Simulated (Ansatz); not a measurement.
All numbers below come from DFT PBE, scalar-relativistic, plane waves, PAW in Ansatz. Settings: cutoff 420 eV, Γ-centred meshes spaced at most about 0.3 Å⁻¹, and about 0.25 Å⁻¹ or finer for metals (2π included), Gaussian smearing. No spin polarisation.

Each guess is relaxed in cell and atoms at zero pressure, on a coarse mesh first where it starts far from rest and then on a converged one. The steps can't lower the symmetry of the start, but it can rise. Energies are static (0 K, no zero-point motion).

Two unrelaxed guesses for Ti5Si:

A.

```
Ti Si
1.0
     5.25954    0.00000    0.00000
     0.00000    5.25954    0.00000
     0.00000    0.00000    3.38448
Ti Si
5 1
Cartesian
  3.6850 3.6850 0.1076
  1.5745 1.5745 0.1076
  1.5745 3.6850 0.1076
  3.6850 1.5745 0.1076
  2.6298 2.6298 1.5687
  0.0000 0.0000 0.4022
```

B.

```
Ti Si
1.0
    -2.30776    2.30776    3.96287
     2.30776   -2.30776    3.96287
     2.30776    2.30776   -3.96287
Ti Si
5 1
Cartesian
  0.0000 0.0000 0.0000
  0.0000 2.3078 0.0000
  2.3078 0.0000 0.0000
  0.0000 0.0000 5.9189
  0.0000 0.0000 2.0069
  0.0000 0.0000 3.9629
```

Question: Which guess leads to the lower structure, and by how much?

Answer: A ends lower, by 253 meV/atom. A: P4mm at 15.6 Å³/atom → P4/mmm at 19.1 Å³/atom; B: I4/mmm at 14.1 Å³/atom → I4/mmm at 19.5 Å³/atom. Counting Ti atoms around Si (those within 1.25 times the shortest such distance or 1.15 times the sum of covalent radii), the end of A has Si 8 and the end of B has Si 6. End of A. Conventional cell: a = 6.383 Å, c = 2.814 Å. Around Ti on a site of symmetry m2m lie 2 Si at 2.64 Å, 4 Ti at 2.68–2.81 Å and 4 Ti at 3.16–3.22 Å; Ti on a site of symmetry 4/mmm is surrounded by 10 Ti at 2.68–2.81 Å; around Si lie 8 Ti at 2.64 Å and 2 Si at 2.81 Å. End of B. Conventional cell: a = 4.867 Å, c = 9.873 Å. Ti on a site of symmetry 4/mmm has 6 Ti at 2.43–2.54 Å; Ti on a site of symmetry mmm has 2 Si at 2.43 Å, 2 Ti at 2.43 Å and 12 Ti at 3.42–3.52 Å; Si has 6 Ti at 2.40–2.43 Å; 1 more site not described.

Ends held by symmetry can be saddle points. Neither end is the lowest form computed: that has Ti and Si ordered on hcp sites, space group R32 (No. 155), is reached from a Materials Project cell and lies 0.58 eV/atom below the better end. Even the lowest of the cells shown lies +0.28 eV/atom against the elements. Some types were kept out of the candidates beforehand, so the set may lack a known form.
